Q: I have a scan of AlNi in which every nickel atom moves together towards an aluminium neighbour, while the aluminium atoms and the cell stay put. Two rows are still open. Can I fill them in by thought before I look?

In CsCl-type AlNi (a = 2.893 Å), all Ni atoms are shifted along (-1, -1, -1) towards an Al neighbour, with Al and the cell fixed. The calculations use Ansatz 0.2.0 with scalar-relativistic plane-wave PAW, PBE, no spin polarisation, a 420 eV cutoff, a 20×20×20 k mesh and 0.15 eV Gaussian smearing. Free energies are relative to the unshifted cell; pressure is positive in compression.

| displacement (Å) | energy change (eV a cell) | force along direction (eV/Å summed over the moved atoms) | pressure (GPa) |
| --- | --- | --- | --- |
| -0.5 | 0.932 | 4.717 | 17.69 |
| -0.25 | 0.190 | 1.626 | 4.10 |
| 0 | 0.000 | 0.000 | 0.01 |
| 0.0625 | 0.011 | -0.357 | 0.26 |
| 0.125 | 0.045 | -0.734 | 1.02 |
| 0.1875 | 0.104 | -1.149 | 2.29 |
| 0.3125 | 0.309 | -2.190 | 6.50 |
| 0.375 | ? | ? | ? |
| 0.4375 | ? | ? | ? |

A: You can try, if you first say what moves. Each nickel atom sits at the centre of a cube of eight aluminium atoms and heads for one corner. Since all nickel atoms do the same, the distances within the nickel lattice don't change, and neither do those within the aluminium lattice. Only the Al–Ni contacts change, so the energies are those of one sublattice sliding against the other, not of a single atom hopping to a new site. The undisturbed cell has space group Pm-3m, and every shift lowers the symmetry.

Q: My trouble is that the open rows lie beyond 0.3125 Å, the last known point on the positive side. That looks like an extrapolation.

A: Look at the negative side. In the undisturbed crystal nickel sits on an inversion centre, so moving it towards one corner of the cube is equivalent to moving it equally far towards the opposite corner. The energy and the pressure must be the same for both shifts, and the force must only change its sign. The row at -0.5 Å therefore also stands for +0.5 Å, and both open rows lie between known points.

Q: So the large energy at -0.5 Å doesn't mean that the negative direction is harder?

A: No, it is only the longest shift. Without the symmetry argument you might have read the table as a lopsided well.

Q: Could there be a second well hidden in the gap, where nickel would settle closer to one aluminium atom?

A: The known rows speak against it. A second well needs a stretch where the force points away from the centre, and here it points back in every displaced row. Moreover, the force divided by the displacement, which is the stiffness the atom feels, rises smoothly from 5.7 eV/Å² at 0.0625 Å to 9.4 eV/Å² at -0.5 Å. A well inside the gap would have to break that rise and then restore it.

Q: Why does the stiffness rise at all? A spring would keep it constant.

A: Think of atoms that repel each other steeply when they come close. Suppose the push of a contact doubles when it shortens by one step and halves when it lengthens by one step. After one step the contact ahead pushes with 2 units and the one behind with 1/2, a net 1.5 against the motion. After two steps they push with 4 and 1/4, a net 3.75, which is more than twice as much. The contact ahead gains more than the one behind loses, and the imbalance grows faster than the shift.

Q: But there are eight contacts, not two.

A: The other six lie at an angle to the path. Three of them shorten and three lengthen, at first by only a third of the shift, and because they push partly sideways, much of their effect along the path should cancel. Nearly all the stiffening is then expected from the head-on pair. The head-on contact goes from 2.51 Å to 2.01 Å in the longest shift. By the same reasoning, a shift towards a face of the cube, which has no aluminium atom straight ahead, should stiffen less over the same distance, if it stiffens at all. This scan doesn't test that direction.

Q: Then how do I get numbers for the open rows?

A: For the forecast itself I use symmetry and smoothness, and leave the repulsion out of it. With $d$ for the displacement and $F$ for the force along the direction, only odd powers of $d$ can appear:

$$F = -(k\,d + b\,d^3 + c\,d^5).$$

Here $k$ is the spring constant for small shifts, while $b$ and $c$ describe the stiffening. A least-squares fit to the seven known forces gives $k = 5.665$ eV/Å², $b = 12.9$ eV/Å⁴ and $c = 8.71$ eV/Å⁶. For the first open row this means

$$F(0.375) = -(2.124 + 0.680 + 0.065) = -2.869\ \text{eV/Å}.$$

Q: And the energy? Do I need a second fit?

A: No, because the force is minus the slope of the energy. Integrating the fitted force from the centre outwards gives

$$E = \tfrac12 k\,d^2 + \tfrac14 b\,d^4 + \tfrac16 c\,d^6,$$

with no new constant. The known energies agree with this to within half a millielectronvolt, so forces and energies describe the same well. For the first open row the three terms are 0.398, 0.064 and 0.004 eV, together 0.466 eV.

Q: The pressure puzzles me more. The volume is fixed, so why does it rise?

A: Pressure here measures how hard the contents push on a cell that isn't allowed to grow. In the repulsion picture, the shortened contacts push outwards more strongly than before, and the lengthened ones don't relax by as much, so the sum goes up whichever way nickel moves. By symmetry the pressure contains only even powers of $d$. I fit it on the seven known rows with a constant, a square and a fourth power.

Q: Then commit yourself.

A: These are the forecasts:

- At 0.375 Å: force -2.87 ± 0.01 eV/Å, energy 0.466 ± 0.002 eV, pressure 9.52 ± 0.06 GPa.
- At 0.4375 Å: force -3.70 ± 0.015 eV/Å, energy 0.670 ± 0.003 eV, pressure 13.23 ± 0.08 GPa.

The force should stay restoring and the well should go on stiffening, with no second well and no jump. The ranges are a judgement of how much the curves could bend between the known points, not a statistical result.

Q: You explained the stiffening by repulsion, but your forecast doesn't use it. Does the explanation get a test of its own?

A: It does. I give all eight contacts the same exponential repulsion and fit its strength and its steepness to the seven known forces. The same repulsion then yields a rise in pressure without another constant, which is a harder test than the force. Only the rise can be compared, since the model has no attraction to hold the crystal together. On the known rows it already comes out low, at 0.75 of the computed rise at -0.25 Å and 0.80 at -0.5 Å, so I expect it to be too low by some 10 to 30 % in the open rows as well.

Q: Let us see the computed rows.

The withheld rows as computed:

| displacement (Å) | energy change (eV a cell) | force along direction (eV/Å summed over the moved atoms) | pressure (GPa) |
| --- | --- | --- | --- |
| 0.375 | 0.466 | -2.869 | 9.52 |
| 0.4375 | 0.670 | -3.698 | 13.23 |

Q: All six values lie inside your ranges.

A: They do, and the reason is modest. Symmetry supplied a point on the far side of the gap, and the well has no feature inside it. The success shows that the curve is smooth; it doesn't show what causes the stiffening, since a power series would fit any smooth well with this symmetry.

Q: How badly would a plain spring have done?

A: With the same $k$, a spring gives a force of 2.12 eV/Å in size at 0.375 Å, where the calculation has 2.87. That is 26 % too little, and at 0.4375 Å the shortfall has grown to 33 %. A spring constant taken from small shifts is therefore a poor guide once nickel has moved by a few tenths of an ångström.

Q: And the repulsion picture?

A: It does well on the force and less well on the pressure. With two constants instead of three, it gives both new forces to within half a per cent. That makes steep repulsion a plausible cause of the stiffening but doesn't prove it, since two fitted constants can match both the first stiffness and its growth. Its pressure rise at 0.4375 Å, however, is only 10.4 GPa against the computed 13.2 GPa. In all displaced rows, old and new, it falls short by between about a fifth and somewhat more than a quarter, which is within the error I had allowed for.

Q: How can a model be right about the force and wrong about the pressure?

A: The two quantities ask different questions. The force asks how the energy changes when nickel moves in a cell of fixed size. The pressure asks how that same energy would change if the cell were a little larger. A model fitted at one volume can learn the first answer and still have the second one wrong.

Q: Can I turn that second answer into something I can picture?

A: You can turn it into the softening of the spring when the crystal expands. For small shifts the energy is $\tfrac12 k d^2$, and the pressure is minus its derivative with respect to the cell volume $V$. As the cell grows, the atoms keep their relative positions, so $d^2$ grows as $V^{2/3}$. If $p_2$ is the coefficient of $d^2$ in the pressure, this leads to

$$-\frac{V}{k}\frac{dk}{dV} = \frac{2\,p_2 V}{k} + \frac23.$$

Q: And with the numbers put in?

A: The pressure fit gives $p_2 = 63.7$ GPa/Å², which is 0.398 eV/Å⁵, since 1 eV/Å³ equals 160.2 GPa. The cell holds two atoms of 12.11 Å³ each, so

$$\frac{2 \times 0.398 \times 24.22}{5.665} + 0.67 = 3.40 + 0.67 \approx 4.1.$$

The spring constant thus falls by about 4 % when the volume grows by 1 %. You learn this from a scan at a single volume, because each pressure already contains the response to a change of size.

Q: So the repulsion model makes the spring soften too little?

A: Yes, that is what its low pressure means. In the model the spring softens only because the contacts get longer. How fast it does so depends on the shape chosen for the contact force: another shape, for example one with an attractive part, can be expected to fit the forces as well and give a different pressure, so part of the shortfall may lie in the bare exponential itself. In the real crystal the strength of the interaction may also decline as the electrons spread out in a larger cell, which would add pressure of the right sign. A strength that depends on the volume alone would leave the shear part of the stress untouched, and the runs hold that part too (10.25 GPa at 0.4375 Å). The bare repulsion is expected to fall somewhat short there as well, in which case this second guess can't be the whole story.

Q: What does the pressure mean for a piece of AlNi that is free to expand?

A: It would swell while its nickel atoms were displaced, and it would stretch most along the diagonal on which they move, because the computed stress is largest there. This would lower the energy of the displaced state. The energies in the table are therefore upper bounds for a crystal whose cell can adjust, within the same density functional treatment. The same push is at work in heat: when atoms swing against each other in this way, they press the crystal outwards, which contributes to its thermal expansion.

Q: May I at least conclude that the structure is stable?

A: Against a small shift of the whole nickel lattice, yes: at the centre the force vanishes, and every shift in the scan is driven back. Because the crystal is cubic, the spring constant for small shifts is the same in all directions, so one scan is enough for this. Other patterns of displacement and shears of the cell need their own scans. The calculation also holds the electrons without spin polarisation, so a magnetic state hasn't been tested for any row.
